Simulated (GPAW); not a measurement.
The system is MgSi.

```
Si Mg
1.0
     2.90839    0.00000    0.00000
     0.00000    2.90839    0.00000
     0.00000    0.00000    4.10343
Si Mg
1 1
Cartesian
  1.4542 1.4542 2.0517
  0.0000 0.0000 0.0000
```

The cell comes from a database or a generator and needn't be the stable form of this composition.

* Program: GPAW 26.7.0
* Task: relaxation of cell and atoms
* Functional: BLYP
* Potentials or basis: PAW data sets generated in the run's folder for this functional
* Cutoff: 800 eV
* Basis: pw
* k mesh: 9 × 9 × 7
* Occupations: fermi-dirac, width 0.05 eV
* Spin: no spin polarisation

At the start: pressure 3.2 GPa; volume 17.35 Å³/atom.

Task: How do energy, volume and symmetry change on relaxing?

Result: Over 7 steps the energy falls by 40.0 meV/atom and the volume is 18.54 Å³/atom (+6.9 %); space group P4/mmm (No. 123, to 0.05 Å).

Step by step:
| step | energy change (eV) | largest force (eV/Å) | pressure (GPa) | volume (Å³) |
| --- | --- | --- | --- | --- |
| 1 | 0.0000 | 0.0000 | 3.16 | 34.71 |
| 2 | -0.0119 | 0.0000 | 2.72 | 34.97 |
| 3 | -0.0710 | 0.0000 | -0.47 | 37.24 |
| 4 | -0.0762 | 0.0000 | -1.21 | 37.96 |
| 5 | -0.0773 | 0.0000 | -0.97 | 37.76 |
| 6 | -0.0797 | 0.0000 | -0.08 | 37.13 |
| 7 | -0.0799 | 0.0000 | 0.02 | 37.09 |

Final structure:
```
Si Mg
1.0
     3.06647    0.00000    0.00000
     0.00000    3.06647    0.00000
     0.00000    0.00000    3.94418
Si Mg
1 1
Direct
  0.50000 0.50000 0.50000
  0.00000 0.00000 0.00000
```

Caveat: later steps reuse the first step's grids.
